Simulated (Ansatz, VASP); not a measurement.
# Two plane-wave programs on La

```
CELL_PARAMETERS angstrom
-2.15178 2.15178 2.15178
2.15178 -2.15178 2.15178
2.15178 2.15178 -2.15178
ATOMIC_POSITIONS crystal
La 0.00000 0.00000 0.00000
```

Change from the starting cell: volume scaled by 1.04.

Alike in both runs: task single point; functional PBE; k mesh 9 × 9 × 9; occupations fermi-dirac, width 0.05 eV; no spin polarisation.

|  | VASP | Ansatz |
| --- | --- | --- |
| version | VASP 6.6.1 | Ansatz 0.2.0 |
| potentials or method | VASP PAW PBE potentials, release 64 (La) | Ansatz PAW |
| plane-wave cutoff (eV) | 520 | 420 |
| valence electrons in the cell | 11 | 11 |

|  | VASP | Ansatz | Ansatz less VASP |
| --- | --- | --- | --- |
| gap on the k mesh at the Fermi level (eV) | none | none | - |
| pressure (GPa) | -1.4 | -1.4 | -0.04 |

A gap of «none» marks a metal or a gap that the smearing closes.

The runs have no spin-orbit coupling, so splittings on La are missing.
